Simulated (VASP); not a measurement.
**Al3Cu2 under changes of volume**

One of the cells (14.769 Å³/atom); the others are scaled copies at fixed shape and fractional positions:

```xyz
5
Lattice="4.1191 0.0000 0.0000 -2.0595 3.5672 0.0000 0.0000 0.0000 5.0258" Properties=species:S:1:pos:R:3 pbc="T T T"
Cu    2.0595    1.1891    0.8066
Cu    0.0000    2.3781    4.2193
Al    2.0595    1.1891    3.2672
Al    0.0000    2.3781    1.7587
Al    0.0000    0.0000    0.0000
```

The cell comes from a database or a generator and needn't be the stable form of this composition.

| Item | Value |
| --- | --- |
| Program | VASP 6.6.1 |
| Functional | PBEsol |
| Potentials or basis | VASP PAW PBE potentials, release 64 (Cu, Al) |
| Cutoff | 520 eV |
| k mesh | 8 × 8 × 6 |
| Occupations | fermi-dirac, width 0.05 eV |
| Spin | no spin polarisation |

```csv
volume (Å³/atom),energy over the lowest point (meV/atom),pressure (GPa),largest force (eV/Å)
13.611,22.63,8.6,0.099
13.901,9.75,5.6,0.083
14.190,?,?,?
14.769,0.00,-1.7,0.053
15.059,4.74,-3.6,0.045
15.349,12.77,-5.3,0.039
```

What does the run at 14.190 Å³/atom give?

Energy over the lowest point 2.06 meV/atom; pressure 2.9 GPa; largest force 0.071 eV/Å.

Worked out: A Birch-Murnaghan fit of order 3 (a polynomial in V^(-2/3)) to the other rows has its minimum at 14.55 Å³/atom with B0 = V·E''(V) = 112 GPa and B' = 4.6 at fixed shape and positions, which overstates the stiffness. It gives 2.06 meV/atom at 14.190 Å³/atom, against the run's 2.06, and -dE/dV = 2.9 GPa, against 2.9.

Energies are extrapolated to zero smearing.

Caveats: the PAW data sets were made with another functional, which shifts forces and pressure a little.
